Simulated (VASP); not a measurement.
# Pt (Fm-3m) in VASP: single point with PBE

Aim: the single point of Pt with PBE.

Program: VASP 6.6.1. These are calculated values, not measurements. Logs are shortened: lines on timing, memory, paths and dates and some standing lists are left out, and cuts for length are marked.

### Step 1. Starting point

The structure is cubic, space group Fm-3m (No. 225). Conventional cell: a = 3.967 Å, b = 3.967 Å, c = 3.967 Å, α = 90.00°, β = 90.00°, γ = 90.00°. Around Pt (site symmetry m-3m) lie 12 Pt at 2.81 Å.

### Step 2. Single point, PBE

INCAR reads:

```
PREC = Accurate ; ENCUT = 520
EDIFF = 1E-6 ; ISMEAR = 1
SIGMA = 0.1 ; LREAL = False
LASPH = True ; NELM = 80
ALGO = Normal ; ISIF = 2
LWAVE = False ; LCHARG = False
GGA = PE ; ICORELEVEL = 1
```

KPOINTS reads:

```
regular mesh
0
Gamma
  15 15 23
```

POSCAR reads:

```
Pt
1.0
    2.8050756300      0.0000000000      0.0000000000
   -1.4025378200      2.4292667600      0.0000000000
    1.4025378200      0.8097555900      2.2903346600
Pt
1
Direct
    0.0000000000      0.0000000000      0.0000000000
```

Potentials or basis: VASP PAW PBE potentials, release 64 (Pt).

Run with:

```
$ cat potpaw_PBE.64/Pt/POTCAR > POTCAR
$ mpirun -np 1 vasp_std > vasp.out
```

OUTCAR:

```text
PREC = Accurate
   ENCUT = 520
   EDIFF = 1E-6
   ISMEAR = 1
   LREAL = False
   LASPH = True
   NELM = 80
   ISIF = 2
   GGA = PE

 ion  position               nearest neighbor table
   1  0.000  0.000  0.000-

  LATTYP: Found a face centered cubic cell.
 ALAT       =     3.9669759994

  Lattice vectors:

 A1 = (  -2.8050756300,   0.0000000000,   0.0000000000)
 A2 = (  -1.4025378100,   0.8097555900,   2.2903346600)
 A3 = (  -1.4025378200,   2.4292667600,   0.0000000000)

Analysis of symmetry for initial positions (statically):
=====================================================================
 Subroutine PRICEL returns:
 Original cell was already a primitive cell.

 Routine SETGRP: Setting up the symmetry group for a
 face centered cubic supercell.

 Subroutine GETGRP returns: Found 48 space group operations
 (whereof 48 operations were pure point group operations)
 out of a pool of 48 trial point group operations.

The static configuration has the point symmetry O_h .

Analysis of symmetry for dynamics (positions and initial velocities):
=====================================================================
 Subroutine PRICEL returns:
 Original cell was already a primitive cell.

 Routine SETGRP: Setting up the symmetry group for a
 face centered cubic supercell.

 Subroutine GETGRP returns: Found 48 space group operations
 (whereof 48 operations were pure point group operations)
 out of a pool of 48 trial point group operations.

The dynamic configuration has the point symmetry O_h .

 Subroutine INISYM returns: Found 48 space group operations
 (whereof 48 operations are pure point group operations),
 and found     1 'primitive' translations

----------------------------------------------------------------------------------------

                                     Primitive cell

  volume of cell :      15.6070

  direct lattice vectors                    reciprocal lattice vectors
     2.805075630  0.000000000  0.000000000     0.356496627  0.205823424 -0.291078278
    -1.402537820  2.429266760  0.000000000     0.000000000  0.411646846 -0.145539139
     1.402537820  0.809755590  2.290334660     0.000000000  0.000000000  0.436617416

  length of vectors
     2.805075630  2.805075637  2.805075633     0.504162366  0.436617415  0.436617416

  position of ions in fractional coordinates (direct lattice)
     0.000000000  0.000000000  0.000000000

  ion indices of the primitive-cell ions
   primitive index   ion index
                 1           1

----------------------------------------------------------------------------------------

 KPOINTS: regular mesh

Automatic generation of k-mesh.
 Grid dimensions read from file:
 generate k-points for:   15   15   23

 Generating k-lattice:

  Cartesian coordinates                     Fractional coordinates (reciprocal lattice)
     0.023766442  0.013721562 -0.019405219     0.066666667  0.000000000 -0.000000000
     0.000000000  0.027443123 -0.009702609     0.000000000  0.066666667  0.000000000
     0.000000000  0.000000000  0.018983366     0.000000000  0.000000000  0.043478261

  Length of vectors
     0.033610824  0.029107828  0.018983366

  Shift w.r.t. Gamma in fractional coordinates (k-lattice)
     0.000000000  0.000000000  0.000000000

 -----------------------------------------------------------------------------
|                                                                             |
|           W    W    AA    RRRRR   N    N  II  N    N   GGGG   !!!           |
|           W    W   A  A   R    R  NN   N  II  NN   N  G    G  !!!           |
|           W    W  A    A  R    R  N N  N  II  N N  N  G       !!!           |
|           W WW W  AAAAAA  RRRRR   N  N N  II  N  N N  G  GGG   !            |
|           WW  WW  A    A  R   R   N   NN  II  N   NN  G    G                |
|           W    W  A    A  R    R  N    N  II  N    N   GGGG   !!!           |
|                                                                             |
|     Your reciprocal lattice and k-lattice belong to different lattice       |
|     classes:                                                                |
|                                                                             |
|        The reciprocal lattice is body-centered cubic,                       |
|        whereas your k-lattice is base-centered monoclinic.                  |
|                                                                             |
|     Results are often still useful ...                                      |
|                                                                             |
 -----------------------------------------------------------------------------

 WARNING: IBZKPT: internal override: KBLOWUP is changed to .FALSE.
      ... skipping the blow-up phase ...

 Subroutine IBZKPT returns following result:
 ===========================================

 Found   1384 irreducible k-points:

 Following reciprocal coordinates:
            Coordinates               Weight
  0.000000  0.000000  0.000000      1.000000
  0.066667  0.000000  0.000000      2.000000
  0.133333  0.000000 -0.000000      2.000000
  0.200000  0.000000  0.000000      2.000000
  0.266667  0.000000 -0.000000      2.000000
  0.333333 -0.000000  0.000000      2.000000
[... 16 lines left out ...]
  0.400000  0.133333  0.000000      4.000000
 -0.066667  0.133333 -0.000000      2.000000
 [... further k-points ...]
   k-points           NKPTS =   1384   k-points in BZ     NKDIM =   1384   number of bands    NBANDS=      9
   number of dos      NEDOS =    301   number of ions     NIONS =      1
   total plane-waves  NPLWV =  13824
   dimension x,y,z NGX =    24 NGY =   24 NGZ =   24
   dimension x,y,z NGXF=    48 NGYF=   48 NGZF=   48
   ions per type =               1
   NGX,Y,Z   is equivalent  to a cutoff of  14.22, 14.22, 14.22 a.u.
   NGXF,Y,Z  is equivalent  to a cutoff of  28.45, 28.45, 28.45 a.u.
 SYSTEM =  unknown system
   PREC   = accura    normal or accurate (medium, high low for compatibility)
   ISTART =      0    job   : 0-new  1-cont  2-samecut
   ICHARG =      2    charge: 1-file 2-atom 10-const
   ISPIN  =      1    spin polarized calculation?
   LNONCOLLINEAR =      F non collinear calculations
   LSORBIT =      F    spin-orbit coupling
   LASPH  =      T    aspherical Exc in radial PAW
   ENCUT  =  520.0 eV  38.22 Ry    6.18 a.u.   5.22  5.22  5.22*2*pi/ulx,y,z
   NELM   =     80;   NELMIN=  2; NELMDL= -5     # of ELM steps
   EDIFF  = 0.1E-05   stopping-criterion for ELM
   LREAL  =      F    real-space projection
   EDIFFG = 0.1E-04   stopping-criterion for IOM
   NSW    =      0    number of steps for IOM
   IBRION =     -1    ionic relax: 0-MD 1-quasi-New 2-CG
   NFREE  =      0    steps in history (QN), initial steepest desc. (CG)
   ISIF   =      2    stress and relaxation
   ISYM   =      2    0-nonsym 1-usesym 2-fastsym
   POTIM  = 0.5000    time-step for ionic-motion
   TEBEG  =    0.0;   TEEND  =   0.0 temperature during run
   PSTRESS=    0.0 pullay stress
   NELECT =      10.0000    total number of electrons
   NUPDOWN=      -1.0000    fix difference up-down
   EMIN   =  10.00;   EMAX   =-10.00  energy-range for DOS
   EFERMI =   0.00;   METHOD = LEGACY
   ISMEAR =     1;   SIGMA  =   0.10  broadening in eV -4-tet -1-fermi 0-gaus
   EFERMI_NEDOS =   21; number of points for ismear=-14 and -15
   IALGO  =     38    algorithm
   IMIX   =      4    mixing-type and parameters
     AMIX     =   0.40;   BMIX     =  1.00
     AMIX_MAG =   1.60;   BMIX_MAG =  1.00
  volume/ion in A,a.u.               =      15.61       105.32
  Fermi-wavevector in a.u.,A,eV,Ry     =   1.411352  2.667068 27.101631  1.991914
  Thomas-Fermi vector in A             =   2.533212
   LORBIT       =      0    0 simple, 1 ext, 2 COOP (PROOUT), +10 PAW based schemes
   GGA     = PE    functional components
   LHFCALC =     F    Hartree Fock is set to
   AEXX    =    0.0000 exact exchange contribution
   IVDW    =     0    specifies the selected vdW correction
   LEPSILON=     F    determine dielectric tensor
   LRPA    =     F    only Hartree local field effects (RPA)
 non-spin polarized calculation
 Methfessel and Paxton  Order N= 1 SIGMA  =   0.10
  energy-cutoff  :      520.00
  volume of cell :       15.61
 maximum number of plane-waves:       440
 NGX is ok and might be reduce to    24
   NGX = 11   NGY = 11   NGZ = 11

 number of electron      10.0000002 magnetization

 Free energy of the ion-electron system (eV)
  ---------------------------------------------------
  ext. energy  EPLUGINS =         0.00000000
  ---------------------------------------------------
  free energy    TOTEN  =        -6.09721999 eV

  energy without entropy =       -6.09721821  energy(sigma->0) =       -6.09721940

 the core state eigenenergies are
   1-  1s -78387.7009  2s -13757.3417  2p -11917.6118  3s  -3221.2049  3p  -2685.7056
       3d  -2106.0767  4s   -681.5156  4p   -505.9600  4d   -293.0344  4f    -56.4451
       5s    -87.9224  5p    -42.0236

 E-fermi :  10.6194     XC(G=0): -13.2848

 val. band max:       10.6189596333   @ k =   0.2667   0.4667   0.3043
 cond. band min:      10.6195435993   @ k =   0.4667   0.1333   0.4783
 fundamental gap:      0.0005839660
 Fermi energy:        10.6194238957

 k-point     1 :       0.0000    0.0000    0.0000
  band No.  band energies     occupation
      1       0.7815      2.00000
      2       7.0361      2.00000
      3       7.0361      2.00000
      4       7.0361      2.00000
      5       9.0732      2.00000
      6       9.0732      2.00000
      7      25.3464      0.00000
      8      30.1205      0.00000
      9      30.1205      0.00000

 k-point     2 :       0.0667    0.0000    0.0000
  band No.  band energies     occupation
      1       1.0123      2.00000
      2       6.8881      2.00000
      3       7.1533      2.00000
      4       7.1533      2.00000
      5       8.9101      2.00000
      6       9.1329      2.00000
      7      25.7002      0.00000
      8      29.4742      0.00000
      9      30.1425      0.00000
[... 253 lines left out ...]
 k-point    24 :      -0.0667    0.1333   -0.0000
  band No.  band energies     occupation
      1       1.2362      2.00000
      2       6.8245      2.00000
      3       7.1978      2.00000
      4       7.2417      2.00000
      5       8.8708      2.00000
      6       9.1067      2.00000
      7      26.0133      0.00000
      8      28.3679      0.00000
      9      30.1462      0.00000

 [... further k-points ...]

------------------------ aborting loop because EDIFF is reached ----------------------------------------

  FORCE on cell =-STRESS in cart. coord.  units (eV):
  Direction    XX          YY          ZZ          XY          YZ          ZX
  --------------------------------------------------------------------------------------
  -------------------------------------------------------------------------------------
  Total        0.0035724      0.0035724      0.0035724     -0.0000000      0.0000000      0.0000000
  in kB        0.3667351      0.3667351      0.3667351     -0.0000000      0.0000000      0.0000000
  external PRESSURE =       0.3667351 kB  Pullay stress =       0.0000000 kB

 VOLUME and BASIS-vectors are now :
 -----------------------------------------------------------------------------
  energy-cutoff  :      520.00
  volume of cell :       15.61
      direct lattice vectors                 reciprocal lattice vectors
     2.805075630  0.000000000  0.000000000     0.356496627  0.205823424 -0.291078278
    -1.402537820  2.429266760  0.000000000     0.000000000  0.411646846 -0.145539139
     1.402537820  0.809755590  2.290334660     0.000000000  0.000000000  0.436617416

 POSITION                                       TOTAL-FORCE (eV/Angst)
 -----------------------------------------------------------------------------------
      0.00000      0.00000      0.00000         0.000000      0.000000      0.000000
 -----------------------------------------------------------------------------------
    total drift:                                0.000000     -0.000000      0.000000

  FREE ENERGIE OF THE ION-ELECTRON SYSTEM (eV)
  ---------------------------------------------------
  free  energy   TOTEN  =        -6.0972199936 eV

  energy  without entropy=       -6.0972182086  energy(sigma->0) =       -6.09721940
```

Wall time 2 min (1 thread of Intel Xeon Platinum 8259CL at 2.50GHz (Skylake/Cascade Lake), shared host); peak memory 0.33 GiB.

What came out:

```
Free energy            : -6.0972 eV
Pressure               : 0.0 GPa
Band gap on the k mesh : none (metal or under the smearing width)
```

Levels at points of the mesh, in eV from the Fermi level:
| k point | band 1 | band 2 | band 3 | band 4 | band 5 | band 6 | band 7 | band 8 | band 9 |
| --- | --- | --- | --- | --- | --- | --- | --- | --- | --- |
| (0.00, 0.00, 0.00) | -9.84 | -3.58 | -3.58 | -3.58 | -1.55 | -1.55 | 14.73 | 19.50 | 19.50 |

Core levels (eV, on the scale of the bands):
```
atom                                                                                                                                    levels
1 Pt  1s -78387.7, 2s -13757.3, 2p -11917.6, 3s -3221.2, 3p -2685.7, 3d -2106.1, 4s -681.5, 4p -506.0, 4d -293.0, 4f -56.4, 5s -87.9, 5p -42.0
```
